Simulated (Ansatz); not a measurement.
**SiC (Moissanite): relaxation of cell and atoms with rPW86-PBE+rVV10**

SiC (Moissanite):

```
CELL_PARAMETERS angstrom
3.07600 0.00000 0.00000
-1.53800 2.66389 0.00000
0.00000 0.00000 5.04800
ATOMIC_POSITIONS crystal
Si 0.66667 0.33333 0.50000
Si 0.33333 0.66667 0.00000
C 0.66667 0.33333 0.88500
C 0.33333 0.66667 0.38500
```

- Program: Ansatz 0.2.0
- Task: relaxation of cell and atoms
- Functional: rPW86-PBE
- Dispersion: rVV10
- Potentials or basis: Ansatz PAW
- Cutoff: 420 eV (not typed: the program's choice for these potentials)
- k mesh: 10 × 10 × 5
- Occupations: fermi-dirac, width 0.05 eV
- Spin: no spin polarisation

```json
{"Relaxed volume": "10.61 Å³/atom", "Relaxed cell": "a = 3.101 Å, b = 3.101 Å, c = 5.094 Å, α = 90.00°, β = 90.00°, γ = 120.00°", "Space group after relaxing (to 0.05 Å)": "P6_3mc (No. 186)", "Energy gained by relaxing": "13.7 meV/atom", "Ionic steps": "8", "Pressure after relaxing": "0.0 GPa", "Band gap on the k mesh": "2.64 eV, indirect (least direct gap 4.05 eV)"}
```

Step by step:
| step | energy change (eV) | largest force (eV/Å) | volume (Å³) |
| --- | --- | --- | --- |
| 1 | 0.0000 | 0.7611 | 41.36 |
| 2 | -0.0337 | 0.4060 | 41.93 |
| 3 | -0.0513 | 0.0046 | 42.57 |
| 4 | -0.0523 | 0.0042 | 42.43 |
| 5 | -0.0523 | 0.0010 | 42.41 |
| 6 | -0.0548 | 0.0011 | 42.41 |
| 7 | -0.0547 | 0.0000 | 42.43 |
| 8 | -0.0548 | 0.0000 | 42.43 |

Final structure:
```
Si C
1.0
     3.10104    0.00000    0.00000
    -1.55052    2.68558    0.00000
     0.00000    0.00000    5.09431
Si C
2 2
Direct
  0.66667 0.33333 0.50466
  0.33333 0.66667 0.00466
  0.66667 0.33333 0.88034
  0.33333 0.66667 0.38034
```

Levels at points of the mesh, in eV from the valence-band top:
```tsv
k point	band 5	band 6	band 7	band 8	band 9	band 10	band 11	band 12
(0.00, 0.00, 0.00)	-1.29	-0.12	0.00	0.00	4.66	5.98	6.57	6.57
(0.00, -0.50, 0.00)	-5.27	-3.22	-3.14	-1.18	2.87	4.31	6.72	7.13
```

Wall time 13 s on 2 threads of Arm Neoverse V1, on a shared host, peak memory 0.34 GiB.

Caveat: odd divisions of the mesh miss points on the zone boundary, where band edges often lie, so the gap on the mesh can be too wide; the plane-wave basis is chosen anew once the cell has moved, so the energies of steps on either side of that aren't comparable; the pressure holds a Pulay correction of +0.3 GPa for the finite cutoff; the PAW data sets come from PBE, with cores solved anew for the run's functional, which leaves a small shift of forces and pressure. Zero-point motion and thermal expansion aren't in these numbers.
